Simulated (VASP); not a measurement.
# Cd: relaxation of cell and atoms with LDA

Crystal: Cd.

```xyz
1
Lattice="2.8567 0.0000 0.0000 0.0000 2.8567 0.0000 0.0000 0.0000 2.8567" Properties=species:S:1:pos:R:3 pbc="T T T"
Cd    0.0000    0.0000    0.0000
```

The cell was built by a generator and needn't be a form met in nature.

```json
{
  "Program": "VASP 6.6.1",
  "Task": "relaxation of cell and atoms",
  "Functional": "LDA",
  "Potentials or basis": "VASP PAW LDA potentials, release 64 (Cd)",
  "Cutoff": "600 eV",
  "k mesh": "11 × 11 × 11",
  "Occupations": "fermi-dirac, width 0.1 eV",
  "Spin": "no spin polarisation",
  "Dipole correction": "no",
  "Further INCAR settings": "ALGO = Fast; EDIFF = 1e-07; IBRION = 2; EDIFFG = -0.01; NSW = 80; ISIF = 3"
}
```

```
Relaxed volume                         : 23.44 Å³/atom
Relaxed cell                           : a = 2.862 Å, b = 2.862 Å, c = 2.862 Å, α = 90.00°, β = 90.00°, γ = 90.00°
Space group after relaxing (to 0.05 Å) : Pm-3m (No. 221)
Energy gained by relaxing              : 0.1 meV/atom
Ionic steps                            : 2
Pressure after relaxing                : -0.1 GPa
Band gap on the k mesh                 : none (metal or under the smearing width)
```

Final structure:
```
CELL_PARAMETERS angstrom
2.86196 0.00000 0.00000
0.00000 2.86196 0.00000
0.00000 0.00000 2.86196
ATOMIC_POSITIONS crystal
Cd 0.00000 0.00000 0.00000
```

Levels at points of the mesh, in eV from the Fermi level:
| k point | band 3 | band 4 | band 5 | band 6 | band 7 | band 8 | band 9 | band 10 |
| --- | --- | --- | --- | --- | --- | --- | --- | --- |
| (0.00, 0.00, 0.00) | -8.30 | -8.14 | -8.14 | -8.14 | 10.51 | 10.51 | 10.51 | 14.45 |

Run time: 9.9 s on 1 thread of AMD EPYC 9R45 (Zen 5) (shared host), peak memory 0.11 GiB.
